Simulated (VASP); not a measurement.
# SiC (Moissanite 3C) (F-43m) in VASP: a series of runs

Runs on SiC (Moissanite 3C). Level: PBEsol. Tasks: relaxation of cell and atoms, relaxation of the atoms.

Everything below comes from runs of VASP 6.6.1. Logs are shortened: lines on timing, memory, paths and dates and some standing lists are left out, and cuts for length are marked.

## (1) Starting point

It takes space group F-43m (No. 216, cubic). Conventional cell: a = 4.358 Å, b = 4.358 Å, c = 4.358 Å, α = 90.00°, β = 90.00°, γ = 90.00°. Si (site symmetry -43m) is surrounded by 4 C at 1.89 Å. C (site symmetry -43m) has 4 Si at 1.89 Å as nearest neighbours.

## (2) Relaxation of cell and atoms, PBEsol

File INCAR:

```
ALGO = Normal ; EDIFF = 1E-7
EDIFFG = -0.005 ; ENCUT = 600
GGA = PS ; IBRION = 2
ISIF = 3 ; ISMEAR = 0
LASPH = True ; LCHARG = False
LREAL = False ; LWAVE = False
NELM = 80 ; NSW = 90
PREC = Accurate ; SIGMA = 0.03
```

File KPOINTS:

```
k-points
0
Gamma
  10 10 10
```

File POSCAR:

```
SiC                                     
1.0
    0.0000000000      2.1790000000      2.1790000000
    2.1790000000      0.0000000000      2.1790000000
    2.1790000000      2.1790000000      0.0000000000
  Si              C             
     1     1
Direct
     0.0000000000000000    0.0000000000000000    0.0000000000000000
     0.2500000000000000    0.2500000000000000    0.2500000000000000
```

Potentials or basis: VASP PAW PBE potentials, release 64 (Si, C).

Run with:

```bash
$ cat potpaw_PBE.64/Si/POTCAR potpaw_PBE.64/C/POTCAR > POTCAR
$ mpirun -np 1 vasp_std > vasp.out
```

OUTCAR:

```text
EDIFF = 1E-7
   EDIFFG = -0.005
   ENCUT = 600
   GGA = PS
   IBRION = 2
   ISIF = 3
   ISMEAR = 0
   LASPH = True
   LREAL = False
   NELM = 80
   NSW = 90
   PREC = Accurate

 ion  position               nearest neighbor table
   1  0.000  0.000  0.000-   2 1.89   2 1.89   2 1.89   2 1.89
   2  0.250  0.250  0.250-   1 1.89   1 1.89   1 1.89   1 1.89

  LATTYP: Found a face centered cubic cell.
 ALAT       =     4.3580000000

  Lattice vectors:

 A1 = (   0.0000000000,   2.1790000000,   2.1790000000)
 A2 = (   2.1790000000,   0.0000000000,   2.1790000000)
 A3 = (   2.1790000000,   2.1790000000,   0.0000000000)

Analysis of symmetry for initial positions (statically):
=====================================================================
 Subroutine PRICEL returns:
 Original cell was already a primitive cell.

 Routine SETGRP: Setting up the symmetry group for a
 face centered cubic supercell.

 Subroutine GETGRP returns: Found 24 space group operations
 (whereof 24 operations were pure point group operations)
 out of a pool of 48 trial point group operations.

The static configuration has the point symmetry T_d .

Analysis of symmetry for dynamics (positions and initial velocities):
=====================================================================
 Subroutine PRICEL returns:
 Original cell was already a primitive cell.

 Routine SETGRP: Setting up the symmetry group for a
 face centered cubic supercell.

 Subroutine GETGRP returns: Found 24 space group operations
 (whereof 24 operations were pure point group operations)
 out of a pool of 48 trial point group operations.

The dynamic configuration has the point symmetry T_d .

 Subroutine INISYM returns: Found 24 space group operations
 (whereof 24 operations are pure point group operations),
 and found     1 'primitive' translations

----------------------------------------------------------------------------------------

                                     Primitive cell

  volume of cell :      20.6920

  direct lattice vectors                    reciprocal lattice vectors
     0.000000000  2.179000000  2.179000000    -0.229463056  0.229463056  0.229463056
     2.179000000  0.000000000  2.179000000     0.229463056 -0.229463056  0.229463056
     2.179000000  2.179000000  0.000000000     0.229463056  0.229463056 -0.229463056

  length of vectors
     3.081571352  3.081571352  3.081571352     0.397441672  0.397441672  0.397441672

  position of ions in fractional coordinates (direct lattice)
     0.000000000  0.000000000  0.000000000
     0.250000000  0.250000000  0.250000000

  ion indices of the primitive-cell ions
   primitive index   ion index
                 1           1
                 2           2

----------------------------------------------------------------------------------------

 KPOINTS: k-points

Automatic generation of k-mesh.
 Grid dimensions read from file:
 generate k-points for:   10   10   10

 Generating k-lattice:

  Cartesian coordinates                     Fractional coordinates (reciprocal lattice)
    -0.022946306  0.022946306  0.022946306     0.100000000  0.000000000  0.000000000
     0.022946306 -0.022946306  0.022946306     0.000000000  0.100000000  0.000000000
     0.022946306  0.022946306 -0.022946306     0.000000000  0.000000000  0.100000000

  Length of vectors
     0.039744167  0.039744167  0.039744167

  Shift w.r.t. Gamma in fractional coordinates (k-lattice)
     0.000000000  0.000000000  0.000000000

 Subroutine IBZKPT returns following result:
 ===========================================

 Found     47 irreducible k-points:

 Following reciprocal coordinates:
            Coordinates               Weight
  0.000000  0.000000  0.000000      1.000000
  0.100000  0.000000  0.000000      8.000000
  0.200000  0.000000  0.000000      8.000000
  0.300000  0.000000  0.000000      8.000000
  0.400000  0.000000  0.000000      8.000000
  0.500000  0.000000  0.000000      4.000000
[... 16 lines left out ...]
  0.300000  0.300000  0.000000      6.000000
  0.400000  0.300000  0.000000     24.000000
 [... further k-points ...]
   k-points           NKPTS =     47   k-points in BZ     NKDIM =     47   number of bands    NBANDS=      8
   number of dos      NEDOS =    301   number of ions     NIONS =      2
   total plane-waves  NPLWV =  21952
   dimension x,y,z NGX =    28 NGY =   28 NGZ =   28
   dimension x,y,z NGXF=    56 NGYF=   56 NGZF=   56
   ions per type =               1   1
   NGX,Y,Z   is equivalent  to a cutoff of  15.11, 15.11, 15.11 a.u.
   NGXF,Y,Z  is equivalent  to a cutoff of  30.21, 30.21, 30.21 a.u.
 SYSTEM =  unknown system
   PREC   = accura    normal or accurate (medium, high low for compatibility)
   ISTART =      0    job   : 0-new  1-cont  2-samecut
   ICHARG =      2    charge: 1-file 2-atom 10-const
   ISPIN  =      1    spin polarized calculation?
   LNONCOLLINEAR =      F non collinear calculations
   LSORBIT =      F    spin-orbit coupling
   LASPH  =      T    aspherical Exc in radial PAW
   ENCUT  =  600.0 eV  44.10 Ry    6.64 a.u.   6.15  6.15  6.15*2*pi/ulx,y,z
   NELM   =     80;   NELMIN=  2; NELMDL= -5     # of ELM steps
   EDIFF  = 0.1E-06   stopping-criterion for ELM
   LREAL  =      F    real-space projection
   EDIFFG = -.5E-02   stopping-criterion for IOM
   NSW    =     90    number of steps for IOM
   IBRION =      2    ionic relax: 0-MD 1-quasi-New 2-CG
   NFREE  =      1    steps in history (QN), initial steepest desc. (CG)
   ISIF   =      3    stress and relaxation
   ISYM   =      2    0-nonsym 1-usesym 2-fastsym
   POTIM  = 0.5000    time-step for ionic-motion
   TEBEG  =    0.0;   TEEND  =   0.0 temperature during run
   PSTRESS=    0.0 pullay stress
   NELECT =       8.0000    total number of electrons
   NUPDOWN=      -1.0000    fix difference up-down
   EMIN   =  10.00;   EMAX   =-10.00  energy-range for DOS
   EFERMI =   0.00;   METHOD = LEGACY
   ISMEAR =     0;   SIGMA  =   0.03  broadening in eV -4-tet -1-fermi 0-gaus
   EFERMI_NEDOS =   21; number of points for ismear=-14 and -15
   IALGO  =     38    algorithm
   IMIX   =      4    mixing-type and parameters
     AMIX     =   0.40;   BMIX     =  1.00
     AMIX_MAG =   1.60;   BMIX_MAG =  1.00
  volume/ion in A,a.u.               =      10.35        69.82
  Fermi-wavevector in a.u.,A,eV,Ry     =   1.192626  2.253736 19.352338  1.422357
  Thomas-Fermi vector in A             =   2.328660
   LORBIT       =      0    0 simple, 1 ext, 2 COOP (PROOUT), +10 PAW based schemes
   GGA     = PS    functional components
   LHFCALC =     F    Hartree Fock is set to
   AEXX    =    0.0000 exact exchange contribution
   IVDW    =     0    specifies the selected vdW correction
   LEPSILON=     F    determine dielectric tensor
   LRPA    =     F    only Hartree local field effects (RPA)
 conjugate gradient relaxation of ions
 non-spin polarized calculation
 Gauss-broadening in eV      SIGMA  =   0.03
  energy-cutoff  :      600.00
  volume of cell :       20.69
 maximum number of plane-waves:       701
 NGX is ok and might be reduce to    28
   NGX = 13   NGY = 13   NGZ = 13

 number of electron       8.0000000 magnetization

 Free energy of the ion-electron system (eV)
  ---------------------------------------------------
  ext. energy  EPLUGINS =         0.00000000
  ---------------------------------------------------
  free energy    TOTEN  =       -15.91610824 eV

  energy without entropy =      -15.91610824  energy(sigma->0) =      -15.91610824

 E-fermi :   8.1959     XC(G=0): -11.5048

 val. band max:        8.0559500106   @ k =   0.0000   0.0000   0.0000
 cond. band min:       9.2901665113   @ k =   0.5000   0.5000   0.0000
 fundamental gap:      1.2342165007
 Fermi energy:         8.1959029874

 k-point     1 :       0.0000    0.0000    0.0000
  band No.  band energies     occupation
      1      -7.3681      2.00000
      2       8.0559      2.00000
      3       8.0559      2.00000
      4       8.0560      2.00000
      5      14.2428      0.00000
      6      15.2991      0.00000
      7      15.2991      0.00000
      8      15.2991      0.00000

 k-point     2 :       0.1000    0.0000    0.0000
  band No.  band energies     occupation
      1      -7.1719      2.00000
      2       7.0408      2.00000
      3       7.9211      2.00000
      4       7.9211      2.00000
      5      14.4945      0.00000
      6      15.5433      0.00000
      7      15.5433      0.00000
      8      15.5793      0.00000

 k-point     3 :       0.2000    0.0000    0.0000
  band No.  band energies     occupation
      1      -6.5918      2.00000
      2       4.9105      2.00000
      3       7.6125      2.00000
      4       7.6125      2.00000
      5      14.1963      0.00000
      6      15.9003      0.00000
      7      15.9003      0.00000
      8      16.7741      0.00000

 k-point     4 :       0.3000    0.0000    0.0000
  band No.  band energies     occupation
      1      -5.6623      2.00000
      2       2.5863      2.00000
      3       7.2954      2.00000
      4       7.2954      2.00000
      5      13.7879      0.00000
      6      15.7521      0.00000
      7      15.7521      0.00000
      8      17.7178      0.00000

 k-point     5 :       0.4000    0.0000    0.0000
  band No.  band energies     occupation
      1      -4.5074      2.00000
      2       0.5168      2.00000
      3       7.0763      2.00000
      4       7.0763      2.00000
      5      13.5199      0.00000
      6      15.3666      0.00000
      7      15.3666      0.00000
      8      17.9760      0.00000

 k-point     6 :       0.5000    0.0000    0.0000
  band No.  band energies     occupation
      1      -3.7637      2.00000
      2      -0.5424      2.00000
      3       6.9996      2.00000
      4       6.9996      2.00000
      5      13.4302      0.00000
      6      15.1963      0.00000
      7      15.1963      0.00000
      8      17.9715      0.00000

 k-point     7 :       0.1000    0.1000    0.0000
  band No.  band energies     occupation
      1      -7.1065      2.00000
      2       7.3010      2.00000
      3       7.5775      2.00000
      4       7.5775      2.00000
      5      14.4551      0.00000
      6      15.0513      0.00000
      7      16.0083      0.00000
      8      16.0083      0.00000
[... 133 lines left out ...]
 k-point    20 :      -0.4000    0.2000    0.0000
  band No.  band energies     occupation
      1      -3.3050      2.00000
      2       0.2132      2.00000
      3       4.3022      2.00000
      4       6.3832      2.00000
      5      12.7615      0.00000
      6      16.2413      0.00000
      7      17.0145      0.00000
      8      19.1810      0.00000

 k-point    21 :      -0.3000    0.2000    0.0000
  band No.  band energies     occupation
      1      -4.2816      2.00000
      2       1.6129      2.00000
      3       4.2124      2.00000
      4       6.8785      2.00000
      5      13.5483      0.00000
      6      16.2303      0.00000
      7      16.7338      0.00000
      8      18.2748      0.00000

 k-point    22 :      -0.2000    0.2000    0.0000
  band No.  band energies     occupation
      1      -5.3507      2.00000
      2       3.2405      2.00000
      3       4.8033      2.00000
      4       7.4064      2.00000
      5      14.5344      0.00000
      6      15.9870      0.00000
      7      16.3631      0.00000
      8      17.1387      0.00000

 k-point    23 :       0.3000    0.3000    0.0000
  band No.  band energies     occupation
      1      -5.0843      2.00000
      2       3.6989      2.00000
      3       5.6733      2.00000
      4       5.6733      2.00000
      5      11.1127      0.00000
      6      13.5524      0.00000
      7      19.5264      0.00000
      8      19.5264      0.00000

 k-point    24 :       0.4000    0.3000    0.0000
  band No.  band energies     occupation
      1      -4.2085      2.00000
      2       2.4699      2.00000
      3       4.8721      2.00000
      4       5.4098      2.00000
      5      10.8128      0.00000
      6      13.5682      0.00000
      7      19.6090      0.00000
      8      19.9188      0.00000

 [... further k-points ...]

------------------------ aborting loop because EDIFF is reached ----------------------------------------

  FORCE on cell =-STRESS in cart. coord.  units (eV):
  Direction    XX          YY          ZZ          XY          YZ          ZX
  --------------------------------------------------------------------------------------
  -------------------------------------------------------------------------------------
  Total        0.0051827      0.0051827      0.0051827      0.0000000     -0.0000000      0.0000000
  in kB        0.4012955      0.4012955      0.4012955      0.0000000     -0.0000000      0.0000000
  external PRESSURE =       0.4012955 kB  Pullay stress =       0.0000000 kB

 VOLUME and BASIS-vectors are now :
 -----------------------------------------------------------------------------
  energy-cutoff  :      600.00
  volume of cell :       20.69
      direct lattice vectors                 reciprocal lattice vectors
     0.000000000  2.179000000  2.179000000    -0.229463056  0.229463056  0.229463056
     2.179000000  0.000000000  2.179000000     0.229463056 -0.229463056  0.229463056
     2.179000000  2.179000000  0.000000000     0.229463056  0.229463056 -0.229463056

 POSITION                                       TOTAL-FORCE (eV/Angst)
 -----------------------------------------------------------------------------------
      0.00000      0.00000      0.00000         0.000000      0.000000      0.000000
      1.08950      1.08950      1.08950        -0.000000     -0.000000     -0.000000
 -----------------------------------------------------------------------------------
    total drift:                               -0.000000     -0.000000     -0.000000

  FREE ENERGIE OF THE ION-ELECTRON SYSTEM (eV)
  ---------------------------------------------------
  free  energy   TOTEN  =       -15.9161082404 eV

  energy  without entropy=      -15.9161082404  energy(sigma->0) =      -15.91610824

 reached required accuracy - stopping structural energy minimisation
```

Wall time 8.3 s (1 thread of Intel Xeon Platinum 8488C (Sapphire Rapids), shared host); peak memory 0.15 GiB.

Results:

```
Free energy             : -15.9161 eV
Pressure after relaxing : 0.0 GPa
Band gap on the k mesh  : 1.23 eV, indirect (least direct gap 4.44 eV)
```

Final structure:
```cif
data_structure
_symmetry_space_group_name_H-M 'P 1'
_symmetry_Int_Tables_number 1
_cell_length_a 3.0816
_cell_length_b 3.0816
_cell_length_c 3.0816
_cell_angle_alpha 60.000
_cell_angle_beta 60.000
_cell_angle_gamma 60.000
_cell_volume 20.69
loop_
_atom_site_label
_atom_site_type_symbol
_atom_site_fract_x
_atom_site_fract_y
_atom_site_fract_z
_atom_site_occupancy
Si1 Si 0.00000 0.00000 0.00000 1
C1 C 0.25000 0.25000 0.25000 1
```

Levels at points of the mesh, in eV from the valence-band top:
| k point | band 1 | band 2 | band 3 | band 4 | band 5 | band 6 | band 7 | band 8 |
| --- | --- | --- | --- | --- | --- | --- | --- | --- |
| (0.00, 0.00, 0.00) | -15.42 | 0.00 | 0.00 | 0.00 | 6.19 | 7.24 | 7.24 | 7.24 |
| (0.50, 0.00, 0.00) | -11.82 | -8.60 | -1.06 | -1.06 | 5.37 | 7.14 | 7.14 | 9.92 |
| (0.50, 0.50, 0.00) | -10.36 | -7.83 | -3.21 | -3.21 | 1.23 | 4.20 | 13.95 | 13.95 |

Caveat: the relaxation stopped at its first step, so nothing moved; the PAW data sets were made with another functional, which shifts forces and pressure a little. PBEsol gaps usually lie below the measured ones, often by a third to a half.

## (3) Relaxation of the atoms, PBEsol (a relaxed cell with its volume scaled by 0.94)

File INCAR:

```
ALGO = Fast ; EDIFF = 1E-7
EDIFFG = -0.01 ; ENCUT = 600
GGA = PS ; IBRION = 2
ISIF = 2 ; ISMEAR = 0
LASPH = True ; LCHARG = False
LREAL = False ; LWAVE = False
NELM = 80 ; NSW = 40
PREC = Accurate ; SIGMA = 0.03
```

KPOINTS is that of step 2.

File POSCAR:

```
SiC                                     
1.0
    0.0000000000      2.1345181309      2.1345181309
    2.1345181309      0.0000000000      2.1345181309
    2.1345181309      2.1345181309      0.0000000000
  Si              C             
     1     1
Direct
     0.0000000000000000    0.0000000000000000    0.0000000000000000
     0.2500000000000000    0.2500000000000000    0.2500000000000000
```

Potentials or basis: VASP PAW PBE potentials, release 64 (Si, C).

Run with:

```bash
$ cat potpaw_PBE.64/Si/POTCAR potpaw_PBE.64/C/POTCAR > POTCAR
$ mpirun -np 1 vasp_std > vasp.out
```

Run time: 6.3 s. Hardware: 1 thread of Intel Xeon Platinum 8488C (Sapphire Rapids), shared host; peak memory 0.13 GiB.

It converged, with:

```yaml
Free_energy: -15.8577 eV
Pressure_after_relaxing: 15.5 GPa
Band_gap_on_the_k_mesh: 1.18 eV, indirect (least direct gap 4.50 eV)
```

Final structure:
```
Si C
1.0
     0.00000    2.13452    2.13452
     2.13452    0.00000    2.13452
     2.13452    2.13452    0.00000
Si C
1 1
Direct
  0.00000 0.00000 0.00000
  0.25000 0.25000 0.25000
```

Levels at points of the mesh, in eV from the valence-band top:
| k point | band 2 | band 3 | band 4 | band 5 | band 6 | band 7 |
| --- | --- | --- | --- | --- | --- | --- |
| (0.00, 0.00, 0.00) | 0.00 | 0.00 | 0.00 | 6.91 | 7.68 | 7.68 |
| (0.50, 0.00, 0.00) | -8.95 | -1.07 | -1.07 | 5.94 | 7.39 | 7.39 |
| (0.50, 0.50, 0.00) | -8.04 | -3.33 | -3.33 | 1.18 | 4.42 | 14.68 |

Caveat: the relaxation stopped at its first step, so nothing moved; the PAW data sets were made with another functional, which shifts forces and pressure a little. A k mesh can miss the band edges.
